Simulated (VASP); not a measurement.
A run of VASP 6.6.1:

The input INCAR:

```
SYSTEM = KF
PREC = Accurate ; ENCUT = 520
EDIFF = 1E-7 ; ISMEAR = -1
SIGMA = 0.05 ; LREAL = .False.
LASPH = .True. ; NELM = 80
ALGO = Normal ; ISIF = 2
LWAVE = .False. ; LCHARG = .False.
GGA = PS ; NBANDS = 15
```

File KPOINTS:

```
regular mesh
0
Gamma
  9 9 9
  0 0 0
```

Contents of POSCAR:

```
KF
1.0
    0.0000000000      2.6718500000      2.6718500000
    2.6718500000      0.0000000000      2.6718500000
    2.6718500000      2.6718500000      0.0000000000
K F
1 1
Direct
    0.0000000000      0.0000000000      0.0000000000
    0.5000000000      0.5000000000      0.5000000000
```

Potentials or basis: VASP PAW PBE potentials, release 64 (K_sv, F).

Run with:

```console
$ cat potpaw_PBE.64/K_sv/POTCAR potpaw_PBE.64/F/POTCAR > POTCAR
$ mpirun -np 1 vasp_std > vasp.out
```

Hardware: 1 thread of Intel(R) Xeon(R) 6975P-C (Granite Rapids), on a shared host.

Q: Estimate the wall time of this run.

A: Run time: 11 s on 1 thread of Intel(R) Xeon(R) 6975P-C (Granite Rapids) (shared host), peak memory 0.16 GiB. Counts: scf iterations 14, k points 35.
